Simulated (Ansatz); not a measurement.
The system is LiF (Griceite).

```
CELL_PARAMETERS angstrom
0.00000 1.92998 1.92998
1.92998 0.00000 1.92998
1.92998 1.92998 0.00000
ATOMIC_POSITIONS crystal
F 0.50000 0.50000 0.50000
Li 0.00000 0.00000 0.00000
```

The cell isn't the ideal one: volume scaled by 0.88.

* Program: Ansatz 0.2.0
* Task: relaxation of cell and atoms
* Functional: PBEsol
* Dispersion: D3(BJ)
* Potentials or basis: PseudoDojo PBEsol stringent
* Cutoff: 1306 eV
* Density cutoff: 5225 eV
* k mesh: 12 × 12 × 12
* Occupations: cold, width 0.1 eV
* Spin: no spin polarisation

At the start: volume 7.19 Å³/atom.

Q: How do energy, volume and symmetry change on relaxing?

A: Over 7 steps the energy falls by 8.7 meV/atom and the volume is 7.68 Å³/atom (+6.8 %); space group Fm-3m (No. 225, to 0.05 Å).

The path:
| step | energy change (eV) | largest force (eV/Å) | volume (Å³) |
| --- | --- | --- | --- |
| 1 | 0.0000 | 0.0000 | 14.38 |
| 2 | -0.0081 | 0.0000 | 14.63 |
| 3 | -0.0168 | 0.0000 | 15.28 |
| 4 | -0.0169 | 0.0000 | 15.34 |
| 5 | -0.0173 | 0.0000 | 15.34 |
| 6 | -0.0173 | 0.0000 | 15.35 |
| 7 | -0.0173 | 0.0000 | 15.35 |

Final structure:
```
CELL_PARAMETERS angstrom
0.00000 1.97266 1.97266
1.97266 0.00000 1.97266
1.97266 1.97266 0.00000
ATOMIC_POSITIONS crystal
F 0.50000 0.50000 0.50000
Li 0.00000 0.00000 0.00000
```
